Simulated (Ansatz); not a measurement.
# HfO2 (P2_1/c) in Ansatz: a series of runs

Aim: see how the results for HfO2 move with the level of theory and the settings. Levels: PBEsol+D3(BJ), rPW86-PBE+rVV10. Tasks: relaxation of cell and atoms.

All numbers are computed with Ansatz 0.2.0; they aren't measurements. Logs are shortened: lines on timing, memory, paths and dates and some standing lists are left out, and cuts for length are marked.

### 1 The structure

The structure is monoclinic, space group P2_1/c (No. 14). Conventional cell: a = 5.118 Å, b = 5.186 Å, c = 5.284 Å, α = 90.00°, β = 99.35°, γ = 90.00°. Hf (site symmetry 1) has 7 O at 2.03 to 2.25 Å as nearest neighbours. Around O (site symmetry 1) lie 3 Hf at 2.03 to 2.12 Å. Around O (site symmetry 1) lie 4 Hf at 2.14 to 2.25 Å.

### 2 Relaxation of cell and atoms, PBEsol+D3(BJ)

The input, input.yaml:

```yaml
crystal:
  lattice:
    - [5.118, 0.0, 0.0]
    - [0.0, 5.1857, 0.0]
    - [-0.8586630598, 0.0, 5.2138671406]
  atoms:
    - { symbol: Hf, position: [0.2755, 0.4603, 0.708] }
    - { symbol: Hf, position: [0.7245, 0.9603, 0.792] }
    - { symbol: Hf, position: [0.7245, 0.5397, 0.292] }
    - { symbol: Hf, position: [0.2755, 0.0397, 0.208] }
    - { symbol: O, position: [0.0742, 0.1684, 0.8467] }
    - { symbol: O, position: [0.9258, 0.6684, 0.6533] }
    - { symbol: O, position: [0.9258, 0.8316, 0.1533] }
    - { symbol: O, position: [0.0742, 0.3316, 0.3467] }
    - { symbol: O, position: [0.4487, 0.7419, 0.9801] }
    - { symbol: O, position: [0.5513, 0.2419, 0.5199] }
    - { symbol: O, position: [0.5513, 0.2581, 0.0199] }
    - { symbol: O, position: [0.4487, 0.7581, 0.4801] }
hamiltonian:
  xc: pbesol
  pseudopotentials: { kind: paw }
  dispersion: d3bj
kpoints:
  mp_grid: { grid: [5, 5, 5] }
scf:
  occupations: { method: fermi_dirac, width: 0.05 }
output:
  forces: true
  stress: true
relax:
  f_tol: 0.01
  max_steps: 40
  cell: { stress_tol: 0.05 }
```

Potentials or basis: Ansatz PAW.

Command:

```bash
$ ansatz run input.yaml --threads 2 --pin off --max-ram 5120MiB --backend cpu --events-out ev --progress --plain --runs-dir out
```

Standard output:

```text
Warning: RAYON_NUM_THREADS=2 ignored (pool sized by the plan → 2); use --threads N
Engine: ansatz 0.2.0, aarch64-unknown-linux-gnu
Pseudopotentials: kind: paw
Pseudopotential: Hf, paw, valence charge 26, recommended cutoff 420 eV (normal), Hf.paw.azcp
Pseudopotential: O, paw, valence charge 6, recommended cutoff 420 eV (normal), O.paw.azcp
Functional definition: PBEsol
  exchange = pbesol_x
  correlation = pbesol_c
Crystal: 12 atoms, lattice volume = 138.378 Å³
Basis set: ecut = 420 eV, 2699 PW (Γ), exchange–correlation on 72×72×72 points (8 copies of the dense FFT grid, shifted against one another)
Bands: 92, of which v1, the nominal top of the filled ones, is band 76 counted from 1 (75 counted from 0)
Symmetry: 4 space group operations
Space group: P21/c (ITA 14), of the structure as read, at distance tolerance 5.2e-5 Å
k-points: 39 of 125
Non-local potential: Hf, projectors of the file, l = 0: 3, l = 1: 2, l = 2: 2, l = 3: 3
Non-local potential: O, projectors of the file, l = 0: 2, l = 1: 2, l = 2: 1
PAW form: soft (Blöchl's): semilocal exchange-correlation on the pseudo side does not see the compensation charge
PAW frozen core: Hf, regenerated for the run's functional, and the local potential with it (the file was generated under x = pbe(κ = 0.804, μ = 0.2195149727645171), c = pbe(β = 0.06672455060314922))
PAW frozen core: O, regenerated for the run's functional, and the local potential with it (the file was generated under x = pbe(κ = 0.804, μ = 0.2195149727645171), c = pbe(β = 0.06672455060314922))
PAW one-centre angular grid: Hf, 590 points (default); XC on 64 Gauss nodes
PAW one-centre angular grid: O, 110 points (default); XC on 64 Gauss nodes
Initial density: superposition of atomic densities (neutral atoms: chi_scale 0, normalization atom), corrected by the library's trained network
Initial wavefunctions: pseudopotential atomic-orbital guess
Functional: x = pbesol(κ = 0.804, μ = 0.12345679012345678), c = pbesol(β = 0.046)
SCF iter   1: F=—  HF=-66903.773068 eV  |F-HF|=—  |Δ(HF+E_count)|=         —  Δρ=1.86e-2  dr2=3.90e-1  ethr=1.77e-3  ⟨swp⟩=5.4  Hψ=11254  notcnv=0  defer=110
preconditioner: auto → Resta (q_TF=auto, 2.771 Å⁻¹)  ε∞=5.4  [insulator: Δε(μ)=3.891 eV  Ē_g=18.056 eV  σ=0.050 eV  W_gap=1.00  n_scr=52 (ndim 8)  ℏωp=37.9 eV  f_vac=0.076  D(μ)=0.00/eV (n_scr^D=0)  ε∞_Penn≈5.4]
SCF iter   2: F=—  HF=-66903.675060 eV  |F-HF|=—  |Δ(HF+E_count)|=   9.80e-2  Δρ=3.02e-3  dr2=4.76e-3  ethr=2.57e-4  ⟨swp⟩=2.0  Hψ=6623  notcnv=0  defer=383
SCF iter   3: F=—  HF=-66903.675173 eV  |F-HF|=—  |Δ(HF+E_count)|=   1.13e-4  Δρ=1.52e-3  dr2=1.61e-3  ethr=3.13e-6  ⟨swp⟩=2.0  Hψ=5440  notcnv=0  defer=383
SCF iter   4: F=—  HF=-66903.675664 eV  |F-HF|=—  |Δ(HF+E_count)|=   4.91e-4  Δρ=6.23e-4  dr2=3.70e-4  ethr=1.06e-6  ⟨swp⟩=2.8  Hψ=6924  notcnv=0  defer=383
SCF iter   5: F=—  HF=-66903.675537 eV  |F-HF|=—  |Δ(HF+E_count)|=   1.27e-4  Δρ=1.44e-4  dr2=2.64e-5  ethr=2.43e-7  ⟨swp⟩=2.6  Hψ=7124  notcnv=0  defer=383
SCF iter   6: F=—  HF=-66903.675548 eV  |F-HF|=—  |Δ(HF+E_count)|=   1.00e-5  Δρ=2.72e-5  dr2=1.22e-6  ethr=1.74e-8  ⟨swp⟩=2.0  Hψ=6169  notcnv=0  defer=383
SCF iter   7: F=—  HF=-66903.675548 eV  |F-HF|=—  |Δ(HF+E_count)|=   6.36e-7  Δρ=1.24e-5  dr2=1.98e-7  ethr=6.58e-11  ⟨swp⟩=5.1  Hψ=15105  notcnv=0
SCF iter   8: F=-66903.675548 eV  HF=-66903.675548 eV  |F-HF|=5.53e-8  |Δ(HF+E_count)|=   3.82e-8  Δρ=8.00e-6  dr2=8.03e-8  ethr=6.58e-11  ⟨swp⟩=4.0  Hψ=11692  notcnv=0
SCF 1 converged in 8 iterations: F = -66903.675548 eV  dr2 = 8.03e-8
relax step   1: F+E_penalty+E_count = -66903.67554812 eV  Δ(F+E_penalty+E_count) = +0.000e0 eV  max|allowed force component| = 3.928e-1 eV/Å  Δτ_max = 0.0000 Å  P = -4.623 GPa  Ω = 138.378 Å³  (8 SCF iters, dr2 threshold 1.00e-7 eV, accepted)
Crystal: 12 atoms, lattice volume = 134.779 Å³
Basis set: ecut = 420 eV, 2641 PW (Γ), exchange–correlation on 72×72×72 points (8 copies of the dense FFT grid, shifted against one another)
Initial density: handed on by an earlier stage of this run
Initial wavefunctions: those handed on with the density
iter 1 solved again at ethr=4.28e-5 eV; its pass at ethr=3.10e-3 eV (dr2=6.50e-2 eV) is discarded
SCF iter   1: F=—  HF=-66903.764233 eV  |F-HF|=—  |Δ(HF+E_count)|=         —  Δρ=8.95e-3  dr2=6.56e-2  ethr=4.28e-5  ⟨swp⟩=2.7  Hψ=15089  notcnv=0
preconditioner: auto → Resta (q_TF=auto, 2.784 Å⁻¹)  ε∞=5.4  [insulator: Δε(μ)=3.915 eV  Ē_g=18.231 eV  σ=0.050 eV  W_gap=1.00  n_scr=48 (ndim 8)  ℏωp=38.4 eV  f_vac=0.066  D(μ)=0.00/eV (n_scr^D=0)  ε∞_Penn≈5.4]
SCF iter   2: F=—  HF=-66903.747675 eV  |F-HF|=—  |Δ(HF+E_count)|=   1.66e-2  Δρ=4.40e-3  dr2=1.43e-2  ethr=4.28e-5  ⟨swp⟩=2.9  Hψ=6911  notcnv=0
SCF iter   3: F=—  HF=-66903.743778 eV  |F-HF|=—  |Δ(HF+E_count)|=   3.90e-3  Δρ=1.02e-3  dr2=1.26e-3  ethr=9.40e-6  ⟨swp⟩=2.0  Hψ=6992  notcnv=0
SCF iter   4: F=—  HF=-66903.743518 eV  |F-HF|=—  |Δ(HF+E_count)|=   2.59e-4  Δρ=4.17e-4  dr2=2.32e-4  ethr=8.27e-7  ⟨swp⟩=2.0  Hψ=6396  notcnv=0
SCF iter   5: F=—  HF=-66903.743467 eV  |F-HF|=—  |Δ(HF+E_count)|=   5.16e-5  Δρ=1.84e-4  dr2=5.13e-5  ethr=1.52e-7  ⟨swp⟩=2.0  Hψ=5615  notcnv=0
SCF iter   6: F=—  HF=-66903.743470 eV  |F-HF|=—  |Δ(HF+E_count)|=   2.95e-6  Δρ=1.00e-4  dr2=1.38e-5  ethr=3.38e-8  ⟨swp⟩=2.0  Hψ=6552  notcnv=0
SCF iter   7: F=-66903.743471 eV  HF=-66903.743471 eV  |F-HF|=3.04e-7  |Δ(HF+E_count)|=   8.88e-7  Δρ=2.02e-5  dr2=7.98e-7  ethr=7.89e-10  ⟨swp⟩=3.0  Hψ=14804  notcnv=0
SCF 2 converged in 7 iterations: F = -66903.743471 eV  dr2 = 7.98e-7
[... 79 lines left out ...]
SCF iter   4: F=—  HF=-66903.761388 eV  |F-HF|=—  |Δ(HF+E_count)|=   8.59e-7  Δρ=1.61e-5  dr2=3.38e-7  ethr=3.21e-9  ⟨swp⟩=2.0  Hψ=5922  notcnv=0
SCF iter   5: F=-66903.761388 eV  HF=-66903.761388 eV  |F-HF|=6.37e-8  |Δ(HF+E_count)|=   1.06e-7  Δρ=8.15e-6  dr2=6.93e-8  ethr=9.50e-11  ⟨swp⟩=4.5  Hψ=13087  notcnv=0
SCF 9 converged in 5 iterations: F = -66903.761388 eV  dr2 = 6.93e-8
relax step   9: F+E_penalty+E_count = -66903.76138830 eV  Δ(F+E_penalty+E_count) = -1.014e-3 eV  max|allowed force component| = 2.236e-3 eV/Å  Δτ_max = 0.0049 Å  P = -0.010 GPa  Ω = 134.693 Å³  energy of the carried Pulay correction = +8.709e-4 eV  (5 SCF iters, dr2 threshold 1.44e-7 eV, accepted)
iter 1 solved again at ethr=6.83e-8 eV; its pass at ethr=3.10e-3 eV (dr2=1.04e-4 eV) is discarded
SCF iter   1: F=—  HF=-66903.760621 eV  |F-HF|=—  |Δ(HF+E_count)|=         —  Δρ=1.65e-5  dr2=1.30e-7  ethr=6.83e-8  ⟨swp⟩=4.0  Hψ=22501  notcnv=0
preconditioner: auto → Resta (q_TF=auto, 2.784 Å⁻¹)  ε∞=5.4  [insulator: Δε(μ)=4.099 eV  Ē_g=18.216 eV  σ=0.050 eV  W_gap=1.00  n_scr=48 (ndim 8)  ℏωp=38.4 eV  f_vac=0.067  D(μ)=0.00/eV (n_scr^D=0)  ε∞_Penn≈5.4]
SCF iter   2: F=—  HF=-66903.760638 eV  |F-HF|=—  |Δ(HF+E_count)|=   1.64e-5  Δρ=7.24e-6  dr2=3.55e-8  ethr=8.54e-11  ⟨swp⟩=2.9  Hψ=7148  notcnv=0
SCF iter   3: F=—  HF=-66903.760638 eV  |F-HF|=—  |Δ(HF+E_count)|=   4.00e-9  Δρ=4.18e-6  dr2=1.04e-8  ethr=2.34e-11  ⟨swp⟩=2.0  Hψ=5226  notcnv=0
SCF iter   4: F=—  HF=-66903.760638 eV  |F-HF|=—  |Δ(HF+E_count)|=   6.88e-9  Δρ=1.34e-6  dr2=1.88e-9  ethr=6.87e-12  ⟨swp⟩=2.0  Hψ=5610  notcnv=0
SCF iter   5: F=—  HF=-66903.760638 eV  |F-HF|=—  |Δ(HF+E_count)|=  8.73e-11  Δρ=4.71e-7  dr2=4.72e-10  ethr=1.24e-12  ⟨swp⟩=2.0  Hψ=6535  notcnv=0
SCF iter   6: F=-66903.760638 eV  HF=-66903.760638 eV  |F-HF|=0.00e0  |Δ(HF+E_count)|=  1.75e-10  Δρ=1.84e-7  dr2=4.40e-11  ethr=1.00e-12  ⟨swp⟩=4.1  Hψ=12660  notcnv=0
SCF 10 converged in 6 iterations: F = -66903.760638 eV  dr2 = 4.40e-11
relax step  10: F+E_penalty+E_count = -66903.76063779 eV  Δ(F+E_penalty+E_count) = +7.505e-4 eV  max|allowed force component| = 2.207e-3 eV/Å  Δτ_max = 0.0000 Å  P = -0.016 GPa  Ω = 134.693 Å³  stress off target by 2.43e-2 GPa  SCF on the basis re-selected at this cell (its energy is not comparable with the rows above)  (6 SCF iters)
basis re-selected at this cell: Δ(F+E_penalty+E_count) = +7.505e-4 eV, ΔP = -0.006 GPa vs the last step (what re-selecting the basis moved, of the pressure what is left beyond the Pulay correction that the steps carried, after the strain that the cell walked since its last selection, with what the two solves' SCF thresholds leave and, on support functions, any second-order correction that the steps lacked; it is no measure of the basis error at this ecutwfc). This SCF's stress stands 2.43e-2 GPa from its target on what of the cell is left free (relax.cell.stress_tol is 5.00e-2 GPa) and its largest allowed force component is 2.21e-3 eV/Å (relax.f_tol is 1.00e-2 eV/Å): within both
SCF converged after 6 iterations
Free energy (F): -66903.760638 eV
Harris-Foulkes:  -66903.760638 eV  (|F-HF|=0.00e0)
Internal energy: -66903.760638 eV  (E = F + TS)
E sigma→0 (E₀):  -66903.760638 eV
Fermi energy:    16.526460 eV
--- Per-component energies (eV) ---
  E_band       = 76.467400
  E_kinetic    = 3092.433957
  E_local      = -24261.381921  (includes V_loc(G=0)·N_el)
  E_nonlocal   = -4561.123829
  E_hartree    = 11112.391782
  E_xc         = -1775.628401
  E_vxc        = -1814.788057  (∫ρ·V_xc dr)
  E_paw        = -28448.686907  (= ΣΔE_a)
  E_vpaw       = 5396.524133  (= ΣTr[D̂ρ^β])
  E_aug_tail   = 0.019741  (compensation charges beyond the density's cutoff)
  E_ewald      = -22064.439956
  E_disp       = -2.631774  (pairwise vdW)
  E_core_change = 5.286670  (= ΣΔE_core)
  E_smearing   = -0.000000  (= −TS)
  E_closure    = 0.000000  (closes the sum)
  Σ components = -66903.760638   (vs F -66903.760638, Δ=0.00e0)
--- Forces (eV/Å), atoms counted from 1 ---
  atom   1  Hf     0.00004537     0.00095514     0.00124722
  atom   2  Hf    -0.00004537     0.00095514    -0.00124722
  atom   3  Hf    -0.00004537    -0.00095514    -0.00124722
  atom   4  Hf     0.00004537    -0.00095514     0.00124722
  atom   5  O      0.00220654     0.00104021    -0.00086877
  atom   6  O     -0.00220654     0.00104021     0.00086877
  atom   7  O     -0.00220654    -0.00104021     0.00086877
  atom   8  O      0.00220654    -0.00104021    -0.00086877
  atom   9  O     -0.00155352     0.00054754     0.00024596
  atom  10  O      0.00155352     0.00054754    -0.00024596
  atom  11  O      0.00155352    -0.00054754    -0.00024596
  atom  12  O     -0.00155352    -0.00054754     0.00024596
  max |Σ_I F_I| component: 0.00e0 eV/Å
--- Stress (GPa, compression-positive) ---
       -0.013962       0.000000       0.008633
        0.000000      -0.017933       0.000000
        0.008633       0.000000      -0.017057
  P = ⅓ Tr σ = -0.0163 GPa (-0.163 kbar)
--- Relaxed structure (8 steps of the walk, 8 accepted, 2 SCFs on fresh bases) ---
  F+E_penalty+E_count = -66903.76063779 eV   max|allowed force component| = 2.207e-3 eV/Å   (the final SCF, on the basis selected at the relaxed cell)
  cell:  # Å, volume = 134.6928 Å³
    - [5.057302032854589, -5.580310785142526e-33, 0.0021093319395730573]
    - [-5.407438278369773e-33, 5.173375350218192, 1.8295230383564144e-32]
    - [-0.8463307271151472, 1.9330830897949758e-32, 5.147802027674993]
  atoms:
    - { symbol: Hf, position: [0.2776938920126541, 0.45767892862826076, 0.7083532954984526] }
    - { symbol: Hf, position: [0.722306107987346, 0.9576789286282605, 0.791646704501547] }
    - { symbol: Hf, position: [0.7223061079873461, 0.5423210713717392, 0.29164670450154706] }
    - { symbol: Hf, position: [0.2776938920126541, 0.04232107137173928, 0.2083532954984528] }
    - { symbol: O, position: [0.07627809633260205, 0.15300032155066468, 0.8324772277106035] }
    - { symbol: O, position: [0.9237219036673976, 0.6530003215506647, 0.6675227722893963] }
    - { symbol: O, position: [0.9237219036673978, 0.8469996784493353, 0.16752277228939638] }
    - { symbol: O, position: [0.07627809633260199, 0.34699967844933527, 0.33247722771060356] }
    - { symbol: O, position: [0.4453056282956222, 0.7406713441449321, 0.9823494555924052] }
    - { symbol: O, position: [0.5546943717043777, 0.24067134414493213, 0.5176505444075948] }
    - { symbol: O, position: [0.5546943717043777, 0.25932865585506787, 0.017650544407594792] }
    - { symbol: O, position: [0.44530562829562226, 0.7593286558550677, 0.48234945559240516] }
```

It took 1.9 min on 2 threads of Arm Neoverse V2, shared host; peak memory 0.68 GiB.

Results:

* Free energy: -66903.7606 eV
* Relaxed volume: 11.22 Å³/atom
* Relaxed cell: a = 5.057 Å, b = 5.173 Å, c = 5.217 Å, α = 90.00°, β = 99.31°, γ = 90.00°
* Space group after relaxing (to 0.05 Å): P2_1/c (No. 14)
* Energy gained by relaxing: 7.1 meV/atom
* Ionic steps: 10
* Pressure after relaxing: 0.0 GPa
* Band gap on the k mesh: 4.10 eV

Forces on the atoms (eV/Å):
```
Hf   0.000  0.001  0.001
Hf   0.000  0.001 -0.001
Hf   0.000 -0.001 -0.001
Hf   0.000 -0.001  0.001
O    0.002  0.001 -0.001
O   -0.002  0.001  0.001
O   -0.002 -0.001  0.001
O    0.002 -0.001 -0.001
O   -0.002  0.001  0.000
O    0.002  0.001  0.000
O    0.002 -0.001  0.000
O   -0.002 -0.001  0.000
```

The path:
| step | energy change (eV) | largest force (eV/Å) | volume (Å³) |
| --- | --- | --- | --- |
| 1 | 0.0000 | 0.4477 | 138.38 |
| 2 | -0.0679 | 0.2504 | 134.78 |
| 3 | -0.0884 | 0.0856 | 135.44 |
| 4 | -0.0928 | 0.0691 | 135.41 |
| 5 | -0.0997 | 0.0355 | 134.99 |
| 6 | -0.1008 | 0.0163 | 134.87 |
| 7 | -0.1009 | 0.0047 | 134.85 |
| 8 | -0.0848 | 0.0049 | 134.85 |
| 9 | -0.0858 | 0.0026 | 134.69 |
| 10 | -0.0851 | 0.0026 | 134.69 |

Final structure:
```yaml
crystal:
  lattice:
    - [5.05730, 0.00000, 0.00211]
    - [0.00000, 5.17338, 0.00000]
    - [-0.84633, 0.00000, 5.14780]
  atoms:
    - { symbol: Hf, position: [0.27769, 0.45768, 0.70835] }
    - { symbol: Hf, position: [0.72231, 0.95768, 0.79165] }
    - { symbol: Hf, position: [0.72231, 0.54232, 0.29165] }
    - { symbol: Hf, position: [0.27769, 0.04232, 0.20835] }
    - { symbol: O, position: [0.07628, 0.15300, 0.83248] }
    - { symbol: O, position: [0.92372, 0.65300, 0.66752] }
    - { symbol: O, position: [0.92372, 0.84700, 0.16752] }
    - { symbol: O, position: [0.07628, 0.34700, 0.33248] }
    - { symbol: O, position: [0.44531, 0.74067, 0.98235] }
    - { symbol: O, position: [0.55469, 0.24067, 0.51765] }
    - { symbol: O, position: [0.55469, 0.25933, 0.01765] }
    - { symbol: O, position: [0.44531, 0.75933, 0.48235] }
```

Caveat: odd divisions of the mesh miss points on the zone boundary, where band edges often lie, so the gap on the mesh can be too wide; the plane-wave basis is chosen anew once the cell has moved, so the energies of steps on either side of that aren't comparable; the pressure holds a Pulay correction of +0.9 GPa for the finite cutoff; spin-orbit coupling is left out, which moves the levels of the heavy elements; the PAW data sets come from PBE, with cores solved anew for the run's functional, which leaves a small shift of forces and pressure. A k mesh can miss the band edges.

### 3 Relaxation of cell and atoms, rPW86-PBE+rVV10

Changes to input.yaml since step 2:

```diff
@@ -19,5 +19,5 @@
 hamiltonian:
-  xc: pbesol
+  xc: { exchange: rpw86, correlation: pbe }
   pseudopotentials: { kind: paw }
-  dispersion: d3bj
+  dispersion: rvv10
 kpoints:
```

Potentials or basis: Ansatz PAW.

Command:

```bash
$ ansatz run input.yaml --threads 2 --pin off --max-ram 5120MiB --backend cpu --events-out ev --progress --plain --runs-dir out
```

It took 2 min on 2 threads of Arm Neoverse V2, shared host; peak memory 0.77 GiB.

Results (log left out):

| Item | Value |
| --- | --- |
| Free energy | -67745.3897 eV |
| Relaxed volume | 11.95 Å³/atom |
| Relaxed cell | a = 5.175 Å, b = 5.232 Å, c = 5.368 Å, α = 90.00°, β = 99.35°, γ = 90.00° |
| Space group after relaxing (to 0.05 Å) | P2_1/c (No. 14) |
| Energy gained by relaxing | 13.9 meV/atom |
| Ionic steps | 9 |
| Pressure after relaxing | 0.0 GPa |
| Band gap on the k mesh | 4.00 eV |

Step by step:
| step | energy change (eV) | largest force (eV/Å) | volume (Å³) |
| --- | --- | --- | --- |
| 1 | 0.0000 | 0.5423 | 138.38 |
| 2 | -0.1014 | 0.2169 | 144.30 |
| 3 | -0.1311 | 0.1230 | 143.46 |
| 4 | -0.1360 | 0.0543 | 143.10 |
| 5 | -0.1359 | 0.0165 | 143.24 |
| 6 | -0.1366 | 0.0069 | 143.17 |
| 7 | -0.1660 | 0.0057 | 143.17 |
| 8 | -0.1652 | 0.0018 | 143.39 |
| 9 | -0.1663 | 0.0019 | 143.39 |

Final structure:
```
CELL_PARAMETERS angstrom
5.17468 0.00000 -0.00213
0.00000 5.23157 0.00000
-0.87035 0.00000 5.29710
ATOMIC_POSITIONS crystal
Hf 0.27567 0.45905 0.70853
Hf 0.72433 0.95905 0.79147
Hf 0.72433 0.54095 0.29147
Hf 0.27567 0.04095 0.20853
O 0.06886 0.16945 0.84623
O 0.93114 0.66945 0.65377
O 0.93114 0.83055 0.15377
O 0.06886 0.33055 0.34623
O 0.44746 0.74268 0.97760
O 0.55254 0.24268 0.52240
O 0.55254 0.25732 0.02240
O 0.44746 0.75732 0.47760
```

Caveat: odd divisions of the mesh miss points on the zone boundary, where band edges often lie, so the gap on the mesh can be too wide; the plane-wave basis is chosen anew once the cell has moved, so the energies of steps on either side of that aren't comparable; the pressure holds a Pulay correction of +0.8 GPa for the finite cutoff; spin-orbit coupling is left out, which moves the levels of the heavy elements; the PAW data sets come from PBE, with cores solved anew for the run's functional, which leaves a small shift of forces and pressure.
